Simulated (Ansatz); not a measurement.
# WS2: a single-point run

The task is a single-point run on WS2. The structure is shown as the input types it.

Program: Ansatz 0.2.0. Level of theory: density functional or hybrid calculation with the settings of its input, plane waves (as first typed). These are calculated values, not measurements.

2 further runs of the same task are left out: 2 that didn't finish. Runs told in other sessions of the task aren't counted.

## 1. The starting structure

The structure is hexagonal, space group P-6m2 (No. 187). Conventional cell: a = 3.170 Å, b = 3.170 Å, c = 16.926 Å, α = 90.00°, β = 90.00°, γ = 120.00°. W (site symmetry -6m2) has 6 S at 2.41 Å in its first shell of neighbours. S (site symmetry 3m) has 3 W at 2.41 Å in its first shell of neighbours.

Coordinates:

```
W S
1.0
     3.16971    0.00000    0.00000
    -1.58486    2.74505    0.00000
     0.00000    0.00000   16.92633
W S
1 2
Cartesian
  0.0000 1.8300 0.0000
  1.5849 0.9150 15.3638
  1.5849 0.9150 1.5626
```

## 2. The run

input.yaml reads:

```yaml
crystal:
  lattice:
    - [3.1697138084, 0.0, 0.0]
    - [-1.5848569042, 2.7450526808, 0.0]
    - [0.0, 0.0, 16.9263323846]
  atoms:
    - { symbol: W, position: [0.3333333333, 0.6666666667, 0.0] }
    - { symbol: S, position: [0.6666666667, 0.3333333333, 0.9076849995] }
    - { symbol: S, position: [0.6666666667, 0.3333333333, 0.0923150005] }
kpoints:
  mp_grid: { grid: [6, 6, 2] }
hamiltonian:
  xc: pbe
scf:
  occupations: { method: fixed }
  n_extra_bands: 4
  max_iter: 69
output:
  forces: true
  stress: true
  eigenvalues: true
basis:
  ecutrho_ratio: 2
```

On the command line:

```
ansatz run input.yaml --threads 4 --pin off --max-ram 4608MiB --backend cpu --events-out ev --progress --plain --runs-dir out
```

**Question.** How will this run end, and is anything wrong with its input?

This run ends as converged, with warnings (cutoff below recommended). Its log warns: «basis.ecutrho_ratio = 2 (ecutrho = 840 eV) is below the records' recommended 1680 eV»

The suspect setting: basis.ecutrho_ratio is 2. The density grid can't hold the products of the orbitals.

Run again and compare: delete basis.ecutrho_ratio (the default then holds).
